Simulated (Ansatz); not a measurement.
Ru: Seebeck coefficient and carrier response

The calculation used DFT PBE, scalar-relativistic, plane waves, PAW (Ansatz). Plane waves to 420 eV; Γ-centred k mesh 18×18×10; Fermi-Dirac smearing of 0.15 eV. No spin polarisation.

The cell, relaxed at this level:
```
CELL_PARAMETERS angstrom
2.72222 0.00000 0.00000
-1.36111 2.35751 0.00000
0.00000 0.00000 4.29731
ATOMIC_POSITIONS crystal
Ru 0.33333 0.66667 0.25000
Ru 0.66667 0.33333 0.75000
```

In a metal these results depend on the k mesh and the smearing.

Constant relaxation time and rigid bands. The levels are interpolated over the whole zone and filled by a Fermi function at the stated temperature, with the chemical potential set by the electron count. Seebeck coefficients of a few μV/K are small differences and uncertain even in sign.

Task: Give the Drude plasma energies, the density of states at the chemical potential and σ/τ at 300 K.

Result:
```json
{
  "Plasma energy xx, yy, zz": "8.30, 8.30, 9.29 eV",
  "Density of states (thermally broadened)": "1.66 states/eV/cell",
  "Conductivity over τ, xx, yy, zz": "14.1, 14.1, 17.7 ×10²⁰ (Ω·m·s)⁻¹"
}
```

Task: And the Seebeck coefficient (μV/K)?

Result:
```
T (K) Sxx Syy Szz
  300  -1.0  -1.0  1.6
  600  -2.0  -2.0  3.2
  900  -2.9  -2.9  4.5
```

Cost: 1 run of about 3.4 core-minutes, on AMD EPYC 9R45 (Zen 5) (shared hosts).